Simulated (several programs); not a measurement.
**SiC (wurtzite) from semi-empirical methods to plane-wave DFT**

SiC in the wurtzite structure, relaxed with r2SCAN in Ansatz, was computed with several methods. The symmetry is P6_3mc (No. 186, hexagonal); a = 3.075 Å, c = 5.048 Å in the conventional setting, 10.34 Å³ an atom. Si is surrounded by 4 C at 1.88–1.90 Å; C is surrounded by 4 Si at 1.88–1.90 Å. Spin-unpolarised throughout; all numbers are computed.

```
CELL_PARAMETERS angstrom
3.07536 0.00000 0.00000
-1.53768 2.66334 0.00000
0.00000 0.00000 5.04811
ATOMIC_POSITIONS crystal
Si 0.33333 0.66667 0.99959
Si 0.66667 0.33333 0.49959
C 0.33333 0.66667 0.37541
C 0.66667 0.33333 0.87541
```

Gaps and times are for a single point on this cell; volume and bulk modulus come from each method's own relaxation or energy curve at fixed shape, which is too stiff where a cell has free coordinates or axes. Times are rough, from shared hosts (Arm Neoverse V2; Intel Xeon 6975P-C; Intel Xeon Platinum 8259CL CPU @ 2.50GHz), and each method has its own mesh and cell size. A double dagger marks a value from a curve with shape and coordinates held. A star marks a curve whose lowest point is an end point. PM6 (MOPAC), PM7 (MOPAC), GFN1-xTB (tblite), GFN2-xTB (tblite) treat a cluster of cells at its zone centre, which samples few k points: where these miss a band edge, the gap comes out too large for that reason alone. Gaps from k meshes are read at a limited set of points (mesh, symmetry points, PBE's band edges), so each method's own least gap may be somewhat smaller. Force fields have no electrons; where one was fitted to this phase, its volume and modulus reflect the fit. xTB and the PM methods were fitted mostly to molecules, and can miss a solid's gap by electronvolts. Minimal bases can be far off for gaps. Times of the plane-wave ladder aren't listed, since it ran on unlike processors and cards. GLLB-SC's gap includes the derivative discontinuity. G0W0 is at finite bands, cutoff and mesh. d marks a direct gap, i an indirect one (no mark: not told apart), a dash a value that wasn't computed or didn't pass its checks.

```csv
method,kind,gap (eV),own volume (Å³/atom),bulk modulus (GPa),atoms computed,processor time
PBEsol,semilocal,–,10.34,–,4,–
SiC_Erhart-Albe.tersoff (LAMMPS),force field,–,10.36,224‡,4,0.15 s
SiC.vashishta (LAMMPS),force field,–,10.17,234‡,4,0.15 s
SiCGe.tersoff (LAMMPS),force field,–,10.09,–,4,0.15 s
light PBE (260 eV and a coarse mesh),light plane-wave,2.24 i,–,–,4,0.95 s
non-self-consistent DFTB (CP2K),tight binding,7.45 d,–,–,4,1.6 s
LDA,semilocal,2.16 i,10.14,–,4,–
PBE,semilocal,2.28 i,10.50,213‡,4,–
r2SCAN,semilocal,2.65 i,10.34,228‡,4,–
PBE/SZV (CP2K),small basis,6.20 i,11.28*‡,199*‡,4,18 s
GLLB-SC (GPAW),model potential,3.82,–,–,4,21 s
GFN1-xTB (tblite),tight binding,3.39,11.33*‡,202*‡,cluster,24 s
LC-ωPBE,hybrid,7.94 i,–,–,4,–
PM7 (MOPAC),semi-empirical,7.61,11.18‡,345‡,cluster,35 s
GFN2-xTB (tblite),tight binding,3.00,–,–,cluster,42 s
PBE/single zeta (GPAW),small basis,4.48 i,–,–,4,44 s
HSE06,hybrid,3.16 i,10.28,–,4,–
PBE0,hybrid,3.88 i,–,–,4,–
PBE/DZVP (CP2K),small basis,2.33 i,10.46‡,214‡,4,49 s
G0W0@LDA (140 eV screening cutoff),many-body,3.04,–,–,4,–
r2SCANh,hybrid,3.23 i,–,–,4,–
PM6 (MOPAC),semi-empirical,11.48,–,–,cluster,68 s
DDH-PBE0,hybrid,3.18 i,–,–,4,–
G0W0@PBE (260 eV screening cutoff),many-body,3.21,–,–,4,–
G0W0@PBE0 (180 eV screening cutoff),many-body,3.68,–,–,4,–
G0W0@r2SCAN (180 eV screening cutoff),many-body,3.30,–,–,4,–
G0W0@HSE06 (180 eV screening cutoff),many-body,3.51,–,–,4,–
```

Against HSE06 (3.16 eV) and with closed or daggered gaps left aside, the nearest gap at the points sampled is that of DDH-PBE0 (+0.02 eV) and the farthest that of PM6 (MOPAC) (+8.32 eV). HSE06 is only a yardstick of convenience, and nearness to it can be luck.

Volumes against r2SCAN's: PBEsol 0.0 %, SiC_Erhart-Albe.tersoff (LAMMPS) +0.2 %, SiC.vashishta (LAMMPS) -1.6 %, SiCGe.tersoff (LAMMPS) -2.4 %, LDA -1.9 %, PBE +1.6 %, HSE06 -0.5 %.
